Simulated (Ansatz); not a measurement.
# Rhodium, dhcp under r²SCAN: ground state and equation of state, part 1 of 3

Aim: take rhodium in the dhcp structure, relax it, solve it on a dense k-mesh, then scale the cell to 7 volumes from 88 to 112 % of the relaxed one and try a fit of the equation of state. The start is ferromagnetic. The k-meshes are 13×13×4 for the relaxation; 18×18×5 for the dense run; 15×15×4 for the volumes.

Computed with Ansatz 0.2.0 (DFT r2SCAN, plane waves (500 eV) with PAW, scalar-relativistic; PAW files made under PBE, frozen cores solved again for the functional, unless a step says otherwise).

**1. The structure to begin with**

The structure is hexagonal, space group P6_3/mmc (No. 194). Conventional cell: a = 2.689 Å, b = 2.689 Å, c = 8.783 Å, α = 90.00°, β = 90.00°, γ = 120.00°. Rh (site symmetry -3m) has 12 Rh at 2.69 Å as nearest neighbours. Around Rh (site symmetry -6m2) lie 12 Rh at 2.69 Å.

Structure file:

```cif
data_structure
_symmetry_space_group_name_H-M 'P6_3/mmc'
_symmetry_Int_Tables_number 194
_cell_length_a 2.6892
_cell_length_b 2.6892
_cell_length_c 8.7829
_cell_angle_alpha 90.000
_cell_angle_beta 90.000
_cell_angle_gamma 120.000
_cell_volume 55.01
loop_
_atom_site_label
_atom_site_type_symbol
_atom_site_symmetry_multiplicity
_atom_site_Wyckoff_symbol
_atom_site_fract_x
_atom_site_fract_y
_atom_site_fract_z
_atom_site_occupancy
Rh1 Rh 2 a 0.00000 0.00000 0.00000 1
Rh2 Rh 2 c 0.33333 0.66667 0.25000 1
```

Starting moments (μB): +1 ×4.

**2. Relaxation of the cell**

input.yaml reads:

```yaml
crystal:
  lattice:
    - [2.6891940459, 0.0, 0.0]
    - [-1.3445970229, 2.3289103594, 0.0]
    - [0.0, 0.0, 8.7829077538]
  atoms:
    - { symbol: Rh, position: [0.0, 0.0, 0.0], spin: 1.0 }
    - { symbol: Rh, position: [0.0, 0.0, 0.5], spin: 1.0 }
    - { symbol: Rh, position: [0.3333333333, 0.6666666667, 0.25], spin: 1.0 }
    - { symbol: Rh, position: [0.6666666667, 0.3333333333, 0.75], spin: 1.0 }
hamiltonian:
  xc: r2scan
  pseudopotentials:
    kind: paw
    azcp:
      Rh: "pseudopotentials/Rh.paw.azcp"
basis:
  ecutwfc: 500
  fft_grid_basis: typed
kpoints:
  mp_grid: { grid: [13, 13, 4], shift: [0, 0, 0] }
magnetization:
  spin_polarized: true
scf:
  occupations: { method: fermi_dirac, width: 0.05 }
relax:
  max_steps: 60
  f_tol: 0.01
  cell: {}
```

On the command line:

```console
> ansatz run input.yaml --threads 2 --pin off --max-ram 6144MiB --backend cpu --events-out ev --progress --plain --runs-dir out
```

Standard output, cut to the lines that bear on the results:

```text
Warning: RAYON_NUM_THREADS=2 ignored (pool sized by the plan → 2); use --threads N
[...]
Pseudopotentials: kind: paw
Pseudopotential: Rh, paw, valence charge 17, recommended cutoff 500 eV (meta_gga), <dir>
Functional definition: r2SCAN
[...]
Crystal: 4 atoms, lattice volume = 55.006 Å³
Basis set: ecut = 500 eV, 1389 PW (Γ), exchange–correlation on 80×80×288 points (64 copies of the dense FFT grid, shifted against one another)
Bands: 44, of which v1, the nominal top of the filled ones, is band 34 counted from 1 (33 counted from 0)
Symmetry: 24 space group operations
Space group: P63/mmc (ITA 194), of the structure as read, at distance tolerance 3.8e-5 Å
Magnetic group: BNS 194.263 (UNI 1493), of the structure as read, at distance tolerance 3.8e-5 Å
k-points: 63 of 676
[...]
Starting moments: Σ|m| = 4 μB on 4 of 4 sites
[...]
WARN: the starting moments were not kept: the SCF closed with an absolute magnetisation of 3.1e-6 μB, where they sum to 4 μB in size (4 sites). That is at most 0.1 of that sum. Measured as dr2_m measures the in/out step, that magnetisation stands 1.5e-12 eV from none, at or under the [...]
  atom   4  Rh     0.00000000     0.00000000     0.00000000
[...]
--- Stress (GPa, compression-positive) ---
       -0.000079       0.000000       0.000000
        0.000000      -0.000079       0.000000
        0.000000       0.000000      -0.001329
  P = ⅓ Tr σ = -0.0005 GPa (-0.005 kbar)
--- Relaxed structure (3 steps of the walk, 3 accepted, 1 SCFs on fresh bases) ---
  F+E_penalty+E_count = -25661.02755583 eV   max|allowed force component| = 1.388e-17 eV/Å   (the final SCF, on the basis selected at the relaxed cell)
  cell:  # Å, volume = 54.9663 Å³
    - [2.6885733032644197, -2.8860818307140894e-11, 0.0]
    - [-1.3442866516072156, 2.3283727805780616, 0.0]
    - [0.0, 0.0, 8.780559080813541]
  atoms:
    - { symbol: Rh, position: [4.427295575495804e-35, -3.230336368242392e-37, 0.0] }
    - { symbol: Rh, position: [5.080058026735043e-35, -3.230336367433275e-37, 0.5] }
    - { symbol: Rh, position: [0.33333333333333337, 0.6666666666666669, 0.25] }
    - { symbol: Rh, position: [0.6666666666666669, 0.3333333333333334, 0.7499999999999999] }
```

Run time: 1.9 min. Hardware: 2 threads of Arm Neoverse V2, shared host; peak memory 0.64 GiB.

The walk, from the log:

```
step  energy change (meV/atom)  largest force (eV/Å)  pressure (GPa)  volume (Å³/atom)
   1                      0.00                0.0000           -0.20            13.752
   2                     -0.01                0.0000            0.19            13.732
   3                     -0.01                0.0000            0.00            13.742
   4                     -0.01                0.0000            0.00            13.742
```

Steps that repeat a cell are solved on a basis chosen anew, so their changes of energy are no gain of the relaxation.

Changes in the cell that was computed:

|  | before | after | change |
| --- | --- | --- | --- |
| a (Å) | 2.689 | 2.689 | +0.0 % |
| b (Å) | 2.689 | 2.689 | +0.0 % |
| c (Å) | 8.783 | 8.781 | +0.0 % |
| volume (Å³/atom) | 13.752 | 13.742 | -0.1 % |
| shortest distance (Å) | 2.689 | 2.689 | +0.0 % |
| space group (spins left aside) | P6_3/mmc | P6_3/mmc | same |

**3. The energy on a finer k-mesh**

input.yaml reads:

```yaml
crystal:
  lattice:
    - [2.6885733033, 0.0, 0.0]
    - [-1.3442866516, 2.3283727806, 0.0]
    - [0.0, 0.0, 8.7805590808]
  atoms:
    - { symbol: Rh, position: [0.0, 1.0, 0.0], spin: 1.0 }
    - { symbol: Rh, position: [0.0, 1.0, 0.5], spin: 1.0 }
    - { symbol: Rh, position: [0.3333333333, 0.6666666667, 0.25], spin: 1.0 }
    - { symbol: Rh, position: [0.6666666667, 0.3333333333, 0.75], spin: 1.0 }
hamiltonian:
  xc: r2scan
  pseudopotentials:
    kind: paw
    azcp:
      Rh: "pseudopotentials/Rh.paw.azcp"
basis:
  ecutwfc: 500
  fft_grid_basis: typed
kpoints:
  mp_grid: { grid: [18, 18, 5], shift: [0, 0, 0] }
magnetization:
  spin_polarized: true
scf:
  occupations: { method: fermi_dirac, width: 0.05 }
```

On the command line:

```console
> ansatz run input.yaml --threads 2 --pin off --max-ram 6144MiB --backend cpu --events-out ev --progress --plain --runs-dir out
```

Standard output, cut to the lines that bear on the results:

```text
Warning: RAYON_NUM_THREADS=2 ignored (pool sized by the plan → 2); use --threads N
[...]
[... 3 set-up lines as earlier in the session ...]
[...]
Crystal: 4 atoms, lattice volume = 54.966 Å³
Basis set: ecut = 500 eV, 1389 PW (Γ), exchange–correlation on 80×80×288 points (64 copies of the dense FFT grid, shifted against one another)
Bands: 44, of which v1, the nominal top of the filled ones, is band 34 counted from 1 (33 counted from 0)
[... 1 set-up line as earlier in the session ...]
[...]
WARN: the starting moments were not kept: the SCF closed with an absolute magnetisation of 2.2e-5 μB, where they sum to 4 μB in size (4 sites). That is at most 0.1 of that sum. Measured as dr2_m measures the in/out step, that magnetisation stands 1.0e-10 eV from none, at or under the [...]
SCF converged after 20 iterations
Magnetization: 0.0000 μB (34.0000 up, 34.0000 down)
Absolute magnetization: 0.0000 μB (∫|ρ↑−ρ↓|, with the PAW one-centre terms)
Spin contamination: 0.0000 ħ² per cell (⟨S²⟩ above its minimum at these occupations)
Per-site moments (μB) at R_I (Å): [(4.440459494750745e-6, 1.1090125276071496), (4.4404594947450586e-6, 1.1090125276071496), (6.011883303765695e-6, 1.1090125276071496), (6.011883304027957e-6, 1.1090125276071496)]
Free energy (F): -25661.024356 eV
[...]
E sigma→0 (E₀):  -25661.001854 eV
Entropy (-TS):   -0.045004 eV (-11.251 meV/atom)
Fermi energy:    22.255857 eV
[...]
```

It took 56 s on 2 threads of Arm Neoverse V2, shared host; peak memory 0.75 GiB.

(Continued in part 2 of 3.)
